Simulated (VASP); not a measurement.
The system is W.

```
W
1.0
     0.00000    2.03000    2.03000
     2.03000    0.00000    2.03000
     2.03000    2.03000    0.00000
W
1
Direct
  0.00000 0.00000 0.00000
```

This isn't the form of W at room conditions, which is bcc.

| Quantity | Value |
| --- | --- |
| Program | VASP 6.6.1 |
| Task | relaxation of cell and atoms |
| Functional | r2SCAN |
| Dispersion | rVV10 |
| Potentials or basis | VASP PAW PBE potentials, release 64 (W_sv) |
| Cutoff | 600 eV |
| k mesh | 11 × 11 × 11 |
| Occupations | fermi-dirac, width 0.05 eV |
| Spin | no spin polarisation |

At the start: pressure -9.8 GPa; volume 16.73 Å³/atom.

Q: How do energy, volume and symmetry change on relaxing?

A: Over 7 steps the energy falls by 18.1 meV/atom and the volume is 16.16 Å³/atom (-3.4 %); space group Fm-3m (No. 225, to 0.05 Å).

Step by step:
```
step  energy change (eV)  largest force (eV/Å)  pressure (GPa)  volume (Å³)
   1              0.0000                0.0000           -9.82        16.73
   2              0.2212                0.0000           47.31        14.37
   3             -0.0180                0.0000           -0.64        16.20
   4             -0.0181                0.0000           -0.10        16.17
   5             -0.0181                0.0000            0.11        16.16
   6             -0.0181                0.0000           -0.32        16.18
   7             -0.0181                0.0000            0.00        16.16
```

Final structure:
```cif
data_structure
_symmetry_space_group_name_H-M 'P 1'
_symmetry_Int_Tables_number 1
_cell_length_a 2.8379
_cell_length_b 2.8379
_cell_length_c 2.8379
_cell_angle_alpha 60.000
_cell_angle_beta 60.000
_cell_angle_gamma 60.000
_cell_volume 16.16
loop_
_atom_site_label
_atom_site_type_symbol
_atom_site_fract_x
_atom_site_fract_y
_atom_site_fract_z
_atom_site_occupancy
W1 W 0.00000 0.00000 0.00000 1
```

Caveat: the PAW data sets were made with another functional, which shifts forces and pressure a little.
